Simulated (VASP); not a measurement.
Write the native input for VASP 6.6.1 that does the following.

- Task: single point
- Functional: PBE
- Potentials or basis: VASP PAW PBE potentials, release 64 (Cd)
- Cutoff: 520 eV
- k mesh: 6 × 6 × 2
- Occupations: gaussian, width 0.1 eV
- Spin: no spin polarisation
- Dipole correction: no
- Further INCAR settings: ALGO = Normal; EDIFF = 1e-07; NBANDS = 32

The structure of Cd lies in POSCAR:

```
Cd
1.0
    2.9411185330     -1.9438543578      0.0000000000
    2.9411185330      1.9438543578      0.0000000000
    0.0000000000      0.0000000000      7.9294663687
Cd
4
Direct
    0.8500000000      0.1500000000      0.1170000000
    0.6500000000      0.3500000000      0.6170000000
    0.1500000000      0.8500000000      0.8830000000
    0.3500000000      0.6500000000      0.3830000000
```

The cell was built by a generator and needn't be a form met in nature.

The input as run:

INCAR

```
ALGO = Normal ; EDIFF = 1E-7
ENCUT = 520 ; GGA = PE
ISIF = 2 ; ISMEAR = 0
LASPH = T ; LCHARG = F
LREAL = F ; LWAVE = F
NBANDS = 32 ; NELM = 100
PREC = Accurate ; SIGMA = 0.1
```

KPOINTS

```
k-points
0
Gamma
  6 6 2
```

Potentials or basis: VASP PAW PBE potentials, release 64 (Cd).

Command:

```console
$ cat potpaw_PBE.64/Cd/POTCAR > POTCAR
$ mpirun -np 1 vasp_std > vasp.out
```

It gave:

* Pressure: 22.7 GPa
* Largest force: 7.833 eV/Å
* Band gap on the k mesh: none (metal or under the smearing width)

Caveat: the k mesh is coarse (spacing up to 0.40 Å⁻¹), so the values aren't converged; so large a pressure means that the cell lies far from this level's equilibrium, or that cutoff or potentials fall short; forces of over 1 eV/Å show positions far from the minimum, so gaps and moduli don't describe the material at rest.

It took 30 s on 1 thread of Intel(R) Xeon(R) 6975P-C (Granite Rapids), on a shared host, peak memory 0.22 GiB.
